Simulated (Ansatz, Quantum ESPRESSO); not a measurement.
**W: changing the pressure**

The cell as given:

```
W
1.0
    -1.58234    1.58234    1.58234
     1.58234   -1.58234    1.58234
     1.58234    1.58234   -1.58234
W
1
Direct
  0.00000 0.00000 0.00000
```

Kept alike: task relaxation of cell and atoms; functional PBE; k mesh 12 × 12 × 12; occupations fermi-dirac, width 0.05 eV; no spin polarisation. Program: Ansatz, Ansatz PAW, cutoff 420 eV. The mesh is that of the run's cell of 1 atom. No spin-orbit coupling.

| pressure, P (GPa) | volume (Å³/atom) |
| --- | --- |
| 0 | 16.147 |
| 2 | 16.041 |
| 5 | 15.889 |
| 10 | 15.649 |
| 20 | 15.216 |
| 30 | 14.833 |

The relaxations keep at least the cell's symmetry (Im-3m). For a metal such a mesh leaves the last digits unconverged. The runs follow the start's structure, whether or not it is the stable one at these pressures. P is the pressure aimed at, which the runs meet within some hundredths to tenths of a GPa.

The volume falls from 16.147 to 14.833 Å³/atom between 0 and 30 GPa. The volume falls ever more slowly, since the solid stiffens under load. At the pressures aimed at, which the runs meet within some tenths of a GPa, the step from 0 to 5 GPa gives a mean bulk modulus near 310 GPa, the last step 392 GPa. A twin series (Quantum ESPRESSO, SSSP 1.3 efficiency PBE) moves it by -1.3080 between 0 and 30, against -1.3140 Å³/atom here.
